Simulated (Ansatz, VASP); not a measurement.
Au in VASP and in Ansatz

Contents of INCAR:

```
PREC     = Accurate       # precision mode
ENCUT    = 520            # plane-wave cutoff, eV
EDIFF    = 1E-6           # SCF threshold, eV
ISMEAR   = 0              # smearing method
SIGMA    = 0.1            # smearing width, eV
LREAL    = F              # projectors in reciprocal space
LASPH    = T              # aspherical terms in the spheres
NELM     = 100            # most SCF steps
ALGO     = Normal         # electronic algorithm
ISIF     = 2              # what is computed and relaxed
LWAVE    = F              # write WAVECAR
LCHARG   = T              # write CHGCAR
GGA      = PE             # functional
LELF     = T              # ELF
LVHAR    = T            
NBANDS   = 12             # bands
```

Contents of KPOINTS:

```
regular mesh
0
Gamma
  18 18 18
```

The input POSCAR:

```
Au
1.0
    0.0000000000      2.0580546433      2.0580546433
    2.0580546433      0.0000000000      2.0580546433
    2.0580546433      2.0580546433      0.0000000000
Au
1
Direct
    0.0000000000      0.0000000000      0.0000000000
```

Input for Ansatz:

```yaml
crystal:
  lattice:
    - [0.0, 2.0580546432, 2.0580546432]
    - [2.0580546432, 0.0, 2.0580546432]
    - [2.0580546432, 2.0580546432, 0.0]
  atoms:
    - { symbol: Au, position: [0.0, 0.0, 0.0] }
basis:
  ecutwfc: 420
kpoints:
  mp_grid: { grid: [18, 18, 18] }
hamiltonian:
  xc: pbe
scf:
  occupations: { method: gaussian, width: 0.1 }
output:
  forces: true
  stress: true
  eigenvalues: true
```

Alike in both runs: task single point; functional PBE; k mesh 18 × 18 × 18; occupations gaussian, width 0.1 eV; no spin polarisation.

```csv
,VASP,Ansatz
version,VASP 6.6.1,Ansatz 0.2.0
potentials or method,"VASP PAW PBE potentials, release 64 (Au)","scalar-relativistic, plane waves, PAW"
plane-wave cutoff (eV),520,420
valence electrons in the cell,11,19
```

|  | VASP | Ansatz | Ansatz less VASP |
| --- | --- | --- | --- |
| gap on the k mesh at the Fermi level (eV) | none | none | - |
| pressure (GPa) | 4.4 | 4.7 | +0.28 |

A gap of «none» marks a metal or a gap that the smearing closes. The two sets of potentials don't hold the same shells in valence.

The runs have no spin-orbit coupling, so splittings on Au are missing.
